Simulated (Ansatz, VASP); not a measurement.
# Li16HF15 (U centre (hydride ion on a halide site) in LiF): VASP beside Ansatz

Aim: how closely do two programs agree when they are given the same cell, functional and k mesh? The cell is taken from a series of runs on this material, whose earlier steps may have relaxed, scaled, displaced or heated it; both programs get it as it stands.

Program: Ansatz 0.2.0. Level of theory: plane waves, with VASP 6.6.1 beside it; single point at HSE06. Results are calculated unless marked as measured.

## 1. The structure

The cell holds 32 atoms: 16 Li, 15 F and 1 H. Its edges and angles: a = 7.044 Å, b = 7.044 Å, c = 7.044 Å, α = 109.5°, β = 109.5°, γ = 109.5°. It derives from LiF (LiF (Fm-3m)). Nearest the centre at fractional (0.500, 0.500, 0.500): H32 at 0.42 Å, Li6 at 2.05 Å, Li10 at 2.05 Å, Li12 at 2.05 Å, Li16 at 2.05 Å, Li15 at 2.05 Å, Li7 at 2.05 Å, F18 at 2.88 Å.

## 2. VASP: single point, HSE06

With cell and atoms fixed, the geometry can't cause a difference; cores, projectors, grids and the points listed under the comparison can.

Lines of VASP's logs that name or quote its potential files are left out, and so is its time.

The run reads the wave functions of an earlier VASP run, which isn't shown here.

INCAR reads:

```
SYSTEM = Li16HF15
PREC = Accurate
ENCUT = 650
EDIFF = 1E-06
NELM = 100
ISMEAR = -1
SIGMA = 0.01
LREAL = Auto
ALGO = Normal
LHFCALC = .TRUE.
AEXX = 0.25
GGA = PE
HFSCREEN = 0.208
LASPH = .TRUE.
NBANDS = 99
PRECFOCK = Fast
LORBIT = 11
LWAVE = .FALSE.
LCHARG = .FALSE.
ISIF = 2
```

POSCAR reads:

```
Li16HF15
1.0
   -4.0671287531      4.0671287531      4.0671287531
    4.0671287531     -4.0671287531      4.0671287531
    4.0671287531      4.0671287531     -4.0671287531
Li F H
16 15 1
Direct
    0.0000000000      0.0000000000      0.0000000000
    0.0000000000      0.2500000000      0.7500000000
    0.0000000000      0.5000000000      0.5000000000
    0.0000000000      0.7500000000      0.2500000000
    0.2500000000      0.0000000000      0.7500000000
    0.2476680183      0.2476680183      0.5000000000
    0.2487765868      0.5012055365      0.2477649864
    0.2500000000      0.7500000000      0.0000000000
    0.5000000000      0.0000000000      0.5000000000
    0.5000000000      0.2476680183      0.2476680183
    0.5000000000      0.5000000000      0.0000000000
    0.5000000000      0.7523319817      0.7523319817
    0.7500000000      0.0000000000      0.2500000000
    0.7500000000      0.2500000000      0.0000000000
    0.7523319817      0.5000000000      0.7523319817
    0.7523319817      0.7523319817      0.5000000000
    0.0000000000      0.0000000000      0.5000000000
    0.9996207982      0.2498103991      0.2498103991
    0.0000000000      0.5000000000      0.0000000000
    0.0003792018      0.7501896009      0.7501896009
    0.2498103991      0.9996207982      0.2498103991
    0.2498103991      0.2498103991      0.9996207982
    0.2498103991      0.5000000000      0.7501896009
    0.2498103991      0.7501896009      0.5000000000
    0.5000000000      0.0000000000      0.0000000000
    0.5000000000      0.2498103991      0.7501896009
    0.5000000000      0.7501896009      0.2498103991
    0.7501896009      0.0003792018      0.7501896009
    0.7501896009      0.2498103991      0.5000000000
    0.7501896009      0.5000000000      0.2498103991
    0.7501896009      0.7501896009      0.0003792018
    0.4489426763      0.4444766186      0.4955339423
```

KPOINTS reads:

```
Automatic mesh
0
Gamma
1 1 1
0 0 0
```

PAW data sets: Li_sv, F and H (PBE family, release 64).

The run is started by

```bash
$ export OMP_NUM_THREADS=3
$ mpirun -np 1 vasp_gam
```

Numbers of over 12 decimals in the logs are rounded to 6 here.

The log of the run:

```text
[banner, memory and clock lines left out]
running    1 mpi-ranks, on    1 nodes
[...]
Offloading initialized ...    1 GPUs detected
[...]
LDA part: xc-table for (Slater+PW92), standard interpolation
 found WAVECAR, reading the header
 POSCAR, INCAR and KPOINTS ok, starting setup
[...]
reading WAVECAR
 the WAVECAR file was read successfully
 initial charge from wavefunction
 entering main loop
       N       E                     dE             d eps       ncg     rms          rms(c)
DAV:   1    -0.177848998195E+03   -0.17785E+03   -0.25979E+00   220   0.820E+00    0.118E+00
DAV:   2    -0.177868639658E+03   -0.19641E-01   -0.28351E-01   268   0.184E+00    0.734E-01
DAV:   3    -0.177859604585E+03    0.90351E-02   -0.24295E-02   260   0.616E-01    0.471E-01
DAV:   4    -0.177858087282E+03    0.15173E-02   -0.27242E-03   252   0.157E-01    0.312E-01
[...]
DAV:   8    -0.177856933130E+03    0.20437E-04   -0.14204E-05   268   0.170E-02    0.337E-02
DAV:   9    -0.177856928770E+03    0.43598E-05   -0.50738E-06   220   0.110E-02    0.203E-02
DAV:  10    -0.177856928532E+03    0.23824E-06   -0.16816E-06   156   0.662E-03
   1 F= -.17785693E+03 E0= -.17785693E+03  d E =-.964921E-13
```

Parts of OUTCAR (step 2):

```text
  Total       -6.4767618     -6.4761357     -5.5196541     -0.0331781     -0.0514326     -0.0555897
  in kB      -38.5606859    -38.5569588    -32.8623558     -0.1975321     -0.3062140     -0.3309646
  external PRESSURE =     -36.6600002 kB  Pullay stress =       0.0000000 kB

 POSITION                                       TOTAL-FORCE (eV/Angst)
 -----------------------------------------------------------------------------------
      0.00000      0.00000      0.00000         0.087553      0.087225      0.030186
      4.06713      2.03356     -2.03356        -0.003155      0.000420      0.052418
      4.06713      0.00000      0.00000        -0.083459      0.072946      0.015279
      4.06713     -2.03356      2.03356         0.003274     -0.000534      0.054760
      2.03356      4.06713     -2.03356         0.005224     -0.003186      0.054510
      2.03356      2.03356     -0.01897        -0.002909     -0.004824     -0.524903
      2.03435     -0.01897      2.04258        -0.016764      0.003906     -0.197250
      2.03356     -2.03356      4.06713         0.005873     -0.005592      0.001120
      0.00000      4.06713      0.00000         0.087813     -0.087309      0.030367
     -0.01897      2.03356      2.03356         0.009777     -0.000286     -0.169888
      0.00000      0.00000      4.06713        -0.083681     -0.073031      0.015445
      4.08610      2.03356      2.03356         0.002661      0.000621     -0.167365
     -2.03356      4.06713      2.03356         0.004691      0.003160      0.060627
     -2.03356      2.03356      4.06713         0.003556      0.005379      0.001037
[...]
-----------------------------------------------------------------------------------
    total drift:                                0.000286      0.000403      0.000609

  FREE ENERGIE OF THE ION-ELECTRON SYSTEM (eV)
  ---------------------------------------------------
  free  energy   TOTEN  =      -177.8569285319 eV

  energy  without entropy=     -177.8569285319  energy(sigma->0) =     -177.85692853

[... 3 further parts left out ...]
[key lines of the parts left out:]
E-fermi :   0.1568
```

The run ends at a pressure of -3.67 GPa, with forces up to 1.7 eV/Å.

(Continued in part 2 of 2.)

[Lines on the potential files, build, host, timing and source positions are cut from VASP's logs without a mark.]

[Logs are printed without paths, hosts, clocks, repeated set-up lines and the standing remarks that a program may print on its own settings, such as how far it seeks lower states.]

[Hosts, paths, dates, database ids (printed as entryN), source tags and the programs' standing remarks are cut or masked in the printed files.]
